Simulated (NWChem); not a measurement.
**C5H6 (cyclopentadiene) at 4 levels**

Wanted: a comparison of 4 runs (PBE/6-311+G**, PBE/6-31G*, PBE/6-31+G*, PBE/6-31++G**) of C5H6 (cyclopentadiene). 

The results are computed with NWChem 7.3.0.

## 1. The structure to begin with

The species is C5H6 (11 atoms), meant as a singlet with charge 0. As SMILES, `C1=CCC=C1`. The shape is that of a PBE0-D4/def2-TZVP optimisation.

Bond lengths: C1–C2 1.342 Å, C2–C3 1.493 Å, C3–C4 1.493 Å, C1–C5 1.460 Å, C4–C5 1.342 Å, C1–H6 1.082 Å, C2–H7 1.081 Å, C3–H8 1.098 Å, C3–H9 1.098 Å, C4–H10 1.081 Å, C5–H11 1.082 Å. Some angles: C1–C2–C3 109.1°, C2–C1–C5 109.2°, C2–C3–C4 103.4°, C3–C4–C5 109.1°, C1–C5–C4 109.2°, C1–C2–H7 126.8°, C3–C2–H7 124.1°, C2–C1–H6 126.1°, C5–C1–H6 124.7°, C2–C3–H8 112.0°.

## 2. Energy and forces at PBE/6-311+G(d,p) (run 1)

Input file work.nw:

```
start work
memory stack 880 mb heap 220 mb global 1100 mb
charge 0
geometry units atomic noautosym nocenter noautoz
  C   -2.25047484   0.82316470  -0.47847865
  C   -1.37572062   0.02910178   1.76576009
  C    1.31524938  -0.76496114   1.47738788
  C    1.84418373  -0.30613563  -1.25477815
  C   -0.24453056   0.61491688  -2.35988998
  H   -4.13755535   1.51310371  -0.86152614
  H   -2.40996773  -0.04459754   3.52641792
  H    1.59776344  -2.75314199   1.99933024
  H    2.58155486   0.32711159   2.70608781
  H    3.64263608  -0.67501017  -2.15164217
  H   -0.43955030   1.12911136  -4.33011844
end
basis spherical bse
  * library 6-311+G**
end
dft
  xc xpbe96 cpbe96
  grid fine
  convergence energy 1e-08
  iterations 100
  mulliken
  print low
end
task dft gradient
```

The run is started by

```sh
$ nwchem work.nw > work.out
```

The log of the run:

```text
[...]
 d= 0,ls=0.0,diis     1   -193.8358804230 -3.51D+02  5.31D-03  7.00D-01     5.8
[...]
 d= 0,ls=0.0,diis    10   -193.8883583996 -1.30D-09  2.60D-07  2.72D-09    49.1
         Total DFT energy =     -193.888358399629
      One electron energy =     -571.595601151147
           Coulomb energy =      249.417929909705
    Exchange-Corr. energy =      -29.124599586374
 Nuclear repulsion energy =      157.413912428187
[...]
      Total Density - Mulliken Population Analysis
     ---------------------------------------------
    Atom       Charge   Shell Charges
 -----------   ------   -------------------------------------------------------
    1 C    6     6.15   1.10  0.88  0.65  0.77  1.47  0.46  0.71 -0.02  0.06  0.06
    2 C    6     5.93   1.10  0.88  0.65  0.77  1.47  0.48  0.74 -0.24  0.02  0.05
    3 C    6     6.77   1.10  0.88  0.65  0.76  1.56  0.43  0.82  0.46  0.04  0.06
    4 C    6     5.93   1.10  0.88  0.65  0.77  1.47  0.48  0.74 -0.24  0.02  0.05
    5 C    6     6.15   1.10  0.88  0.65  0.77  1.47  0.46  0.71 -0.02  0.06  0.06
    6 H    1     0.87   0.27  0.49  0.08  0.03
    7 H    1     0.86   0.27  0.48  0.08  0.03
    8 H    1     0.80   0.27  0.47  0.04  0.02
    9 H    1     0.80   0.27  0.47  0.04  0.02
   10 H    1     0.86   0.27  0.48  0.08  0.03
[...]
                         DFT ENERGY GRADIENTS
    atom               coordinates                        gradient
                 x          y          z           x          y          z
   1 C      -2.250475   0.823165  -0.478479    0.005205  -0.003902   0.009632
   2 C      -1.375721   0.029102   1.765760   -0.001382   0.003157  -0.011536
   3 C       1.315249  -0.764961   1.477388   -0.000744   0.000289  -0.000828
   4 C       1.844184  -0.306136  -1.254778   -0.011013   0.004131  -0.002511
   5 C      -0.244531   0.614917  -2.359890    0.008852  -0.004224   0.006290
   6 H      -4.137555   1.513104  -0.861526    0.005384  -0.002027   0.001260
   7 H      -2.409968  -0.044598   3.526418    0.002856   0.000272  -0.005131
   8 H       1.597763  -2.753142   1.999330   -0.001073   0.005246  -0.001727
   9 H       2.581555   0.327112   2.706088   -0.003556  -0.002518  -0.003506
  10 H       3.642636  -0.675010  -2.151642   -0.005242   0.001106   0.002453
  11 H      -0.439550   1.129111  -4.330118    0.000715  -0.001529   0.005605
[...]
```

Run time: 61 s. Hardware: 1 thread of Intel Xeon Platinum 8488C (Sapphire Rapids), shared host; peak memory 0.13 GiB.

## 3. Energy and forces at PBE/6-31G(d) (spherical functions) (run 2)

Input file geom.xyz:

```xyz
11

C     -1.190900     0.435600    -0.253200
C     -0.728000     0.015400     0.934400
C      0.696000    -0.404800     0.781800
C      0.975900    -0.162000    -0.664000
C     -0.129400     0.325400    -1.248800
H     -2.189500     0.800700    -0.455900
H     -1.275300    -0.023600     1.866100
H      0.845500    -1.456900     1.058000
H      1.366100     0.173100     1.432000
H      1.927600    -0.357200    -1.138600
H     -0.232600     0.597500    -2.291400
```

Input file geom.nw:

```
START geom
memory 2200 mb

GEOMETRY noautosym nocenter noautoz
load format xyz geom.xyz
END

BASIS spherical bse
* library 6-31G*
END

DFT
xc xpbe96 cpbe96
grid fine
convergence energy 1e-08
maxiter 100
mulliken
print low
END

TASK dft gradient
```

The run is started by

```sh
$ nwchem geom.nw > geom.out
```

The log of the run:

```text
[...]
 d= 0,ls=0.0,diis     1   -193.7862805621 -3.51D+02  9.64D-03  4.21D-01     2.2
[...]
 d= 0,ls=0.0,diis    10   -193.8304489330 -1.01D-09  2.15D-07  2.50D-10    17.6
         Total DFT energy =     -193.830448932962
      One electron energy =     -571.750376453361
           Coulomb energy =      249.633074084186
    Exchange-Corr. energy =      -29.127070289695
 Nuclear repulsion energy =      157.413923725908
[...]
      Total Density - Mulliken Population Analysis
     ---------------------------------------------
    Atom       Charge   Shell Charges
 -----------   ------   -------------------------------------------------------
    1 C    6     6.12   2.00  0.69  2.07  0.50  0.82  0.03
    2 C    6     6.14   2.00  0.69  2.06  0.53  0.83  0.03
    3 C    6     6.39   2.00  0.67  2.14  0.60  0.95  0.04
    4 C    6     6.14   2.00  0.69  2.06  0.53  0.83  0.03
    5 C    6     6.12   2.00  0.69  2.07  0.50  0.82  0.03
    6 H    1     0.87   0.53  0.34
    7 H    1     0.87   0.53  0.34
    8 H    1     0.81   0.51  0.30
    9 H    1     0.81   0.51  0.30
   10 H    1     0.87   0.53  0.34
[...]
                         DFT ENERGY GRADIENTS
    atom               coordinates                        gradient
                 x          y          z           x          y          z
   1 C      -2.250475   0.823165  -0.478479    0.005638  -0.004237   0.010493
   2 C      -1.375721   0.029102   1.765760   -0.001266   0.003358  -0.012576
   3 C       1.315249  -0.764961   1.477388   -0.000797   0.000314  -0.000888
   4 C       1.844184  -0.306136  -1.254778   -0.012030   0.004452  -0.002489
   5 C      -0.244531   0.614917  -2.359890    0.009643  -0.004597   0.006815
   6 H      -4.137555   1.513104  -0.861526    0.007091  -0.002710   0.001856
   7 H      -2.409968  -0.044598   3.526418    0.003612   0.000416  -0.006806
   8 H       1.597763  -2.753142   1.999330   -0.001449   0.006785  -0.002298
   9 H       2.581555   0.327112   2.706088   -0.004643  -0.003206  -0.004589
  10 H       3.642636  -0.675010  -2.151642   -0.006931   0.001503   0.003073
  11 H      -0.439550   1.129111  -4.330118    0.001133  -0.002078   0.007410
[...]
```

It took 22 s on 1 thread of Intel Xeon Platinum 8488C (Sapphire Rapids), shared host; peak memory 0.12 GiB.

## 4. Energy and forces at PBE/6-31+G(d) (spherical functions) (run 3)

Input file m1.nw:

```
echo
start m1
memory 2200 mb

geometry units angstrom noautosym nocenter noautoz
  C     -1.190900     0.435600    -0.253200
  C     -0.728000     0.015400     0.934400
  C      0.696000    -0.404800     0.781800
  C      0.975900    -0.162000    -0.664000
  C     -0.129400     0.325400    -1.248800
  H     -2.189500     0.800700    -0.455900
  H     -1.275300    -0.023600     1.866100
  H      0.845500    -1.456900     1.058000
  H      1.366100     0.173100     1.432000
  H      1.927600    -0.357200    -1.138600
  H     -0.232600     0.597500    -2.291400
end

basis spherical bse
  * library 6-31+G*
end

dft
  xc xpbe96 cpbe96
  grid fine
  convergence energy 1e-08
  iterations 100
  mulliken
  noprint "final vectors analysis"
end

task dft gradient
```

The run is started by

```sh
$ nwchem m1.nw > m1.out
```

The log of the run:

```text
[...]
          Wavefunction type:  closed shell.
          No. of atoms     :    11
          No. of electrons :    36
[...]
          Charge           :     0
          Spin multiplicity:     1
[...]
          AO basis - number of functions:   102
[...]
              XC Information
              --------------
          PerdewBurkeErnzerhof Exchange Functional  1.000
            Perdew 1991 LDA Correlation Functional  1.000 local
           PerdewBurkeErnz. Correlation Functional  1.000 non-local
[...]
 d= 0,ls=0.0,diis     1   -193.7928327962 -3.51D+02  2.60D-02  4.53D-01     3.1
[...]
 d= 0,ls=0.0,diis    10   -193.8396520423 -2.58D-09  3.91D-07  3.65D-10    25.9
         Total DFT energy =     -193.839652042296
      One electron energy =     -571.426641992606
           Coulomb energy =      249.271241719897
    Exchange-Corr. energy =      -29.098175495496
 Nuclear repulsion energy =      157.413923725908
[...]
  wavefunction    = closed shell
                         DFT ENERGY GRADIENTS
    atom               coordinates                        gradient
                 x          y          z           x          y          z
   1 C      -2.250475   0.823165  -0.478479    0.006766  -0.005118   0.012761
   2 C      -1.375721   0.029102   1.765760   -0.002296   0.004183  -0.014738
   3 C       1.315249  -0.764961   1.477388   -0.001171   0.000532  -0.001311
   4 C       1.844184  -0.306136  -1.254778   -0.014025   0.005377  -0.003745
   5 C      -0.244531   0.614917  -2.359890    0.011732  -0.005579   0.008181
   6 H      -4.137555   1.513104  -0.861526    0.007424  -0.002813   0.001846
   7 H      -2.409968  -0.044598   3.526418    0.003930   0.000394  -0.007155
   8 H       1.597763  -2.753142   1.999330   -0.001390   0.007084  -0.002268
   9 H       2.581555   0.327112   2.706088   -0.004764  -0.003471  -0.004688
  10 H       3.642636  -0.675010  -2.151642   -0.007298   0.001553   0.003366
  11 H      -0.439550   1.129111  -4.330118    0.001092  -0.002142   0.007750
[...]
```

Wall time 32 s (1 thread of Intel Xeon Platinum 8488C (Sapphire Rapids), shared host); peak memory 0.12 GiB.

## 5. Energy and gradient at PBE/6-31++G(d,p) (spherical functions) (run 4)

Input file c5h6.nw:

```
start c5h6
memory 2200 mb
geometry noautosym nocenter noautoz
C       -1.190900       0.435600      -0.253200
C       -0.728000       0.015400       0.934400
C        0.696000      -0.404800       0.781800
C        0.975900      -0.162000      -0.664000
C       -0.129400       0.325400      -1.248800
H       -2.189500       0.800700      -0.455900
H       -1.275300      -0.023600       1.866100
H        0.845500      -1.456900       1.058000
H        1.366100       0.173100       1.432000
H        1.927600      -0.357200      -1.138600
H       -0.232600       0.597500      -2.291400
end
basis spherical bse
* library 6-31++G**
end
dft
xc xpbe96 cpbe96
grid fine
convergence energy 1e-08
iterations 100
mulliken
noprint "final vectors analysis"
end
task dft gradient
```

The run is started by

```sh
$ nwchem c5h6.nw > c5h6.out
```

The log of the run:

```text
[...]
          Wavefunction type:  closed shell.
          No. of atoms     :    11
          No. of electrons :    36
[...]
          Charge           :     0
          Spin multiplicity:     1
[...]
          AO basis - number of functions:   126
[...]
              XC Information
              --------------
          PerdewBurkeErnzerhof Exchange Functional  1.000
            Perdew 1991 LDA Correlation Functional  1.000 local
           PerdewBurkeErnz. Correlation Functional  1.000 non-local
[...]
 WARNING : Found     1 linear dependencies
 S eigenvalue threshold:     1.00000E-05
[...]
 d= 0,ls=0.0,diis     1   -193.7477342080 -3.51D+02  1.91D-02  4.74D-01     6.0
[...]
 d= 0,ls=0.0,diis    10   -193.8489333421 -2.09D-10  5.52D-07  9.99D-09    39.9
         Total DFT energy =     -193.848933342071
      One electron energy =     -571.433040891940
           Coulomb energy =      249.270140580304
    Exchange-Corr. energy =      -29.099956756343
 Nuclear repulsion energy =      157.413923725908
[...]
  wavefunction    = closed shell
                         DFT ENERGY GRADIENTS
    atom               coordinates                        gradient
                 x          y          z           x          y          z
   1 C      -2.250475   0.823165  -0.478479    0.007261  -0.005335   0.013018
   2 C      -1.375721   0.029102   1.765760   -0.002313   0.004344  -0.015416
   3 C       1.315249  -0.764961   1.477388   -0.001266   0.000589  -0.001418
   4 C       1.844184  -0.306136  -1.254778   -0.014679   0.005604  -0.003826
   5 C      -0.244531   0.614917  -2.359890    0.011934  -0.005765   0.008713
   6 H      -4.137555   1.513104  -0.861526    0.006718  -0.002539   0.001631
   7 H      -2.409968  -0.044598   3.526418    0.003571   0.000355  -0.006485
   8 H       1.597763  -2.753142   1.999330   -0.001263   0.006377  -0.002055
   9 H       2.581555   0.327112   2.706088   -0.004295  -0.003109  -0.004228
  10 H       3.642636  -0.675010  -2.151642   -0.006617   0.001406   0.003060
  11 H      -0.439550   1.129111  -4.330118    0.000949  -0.001926   0.007006
[...]
```

It took 49 s on 1 thread of Intel Xeon Platinum 8488C (Sapphire Rapids), shared host; peak memory 0.12 GiB.

## 6. Overview of the runs

```
run                                level  energy (Eh)  largest force (eV/Å)  wall time
  1                        PBE/6-311+G**  -193.888358                 0.619       61 s
  2     PBE/6-31G* (spherical functions)  -193.830449                 0.672       22 s
  3    PBE/6-31+G* (spherical functions)  -193.839652                 0.797       32 s
  4  PBE/6-31++G** (spherical functions)  -193.848933                 0.832       49 s
```

## 7. What came out

```
                       quantity          value
            run 4: total energy  -193.84893 Eh
           run 4: dipole moment         0.57 D
run 4: largest force on an atom     0.832 eV/Å
```

What this shows: Over the runs the total energy spans 1.576 eV. All runs together took 2.7 min, the longest 61 s.
